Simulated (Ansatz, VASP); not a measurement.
Two plane-wave programs on TiC

```
CELL_PARAMETERS angstrom
0.00000 2.15930 2.15930
2.15930 0.00000 2.15930
2.15930 2.15930 0.00000
ATOMIC_POSITIONS crystal
Ti 0.00000 0.00000 0.00000
C 0.50463 0.50463 0.49537
```

Alike in both runs: task single point; functional PBEsol; k mesh 13 × 13 × 13; no spin polarisation.

|  | VASP | Ansatz |
| --- | --- | --- |
| version | VASP 6.6.1 | Ansatz 0.2.0 |
| potentials or method | VASP PAW PBE potentials, release 64 (Ti_sv, C) | plane waves, PAW |
| plane-wave cutoff (eV) | 520 | 420 |
| occupations | fermi-dirac, width 0.1 eV | fermi-dirac |
| valence electrons in the cell | 16 | 16 |

|  | VASP | Ansatz | Ansatz less VASP |
| --- | --- | --- | --- |
| rms of the force components (eV/Å) | 0.112 | 0.112 | -0.0002 |

Atom by atom the forces differ by 0.000 eV/Å (rms over components).

Caveats: the PAW data sets were made with another functional, which shifts forces and pressure a little (VASP).
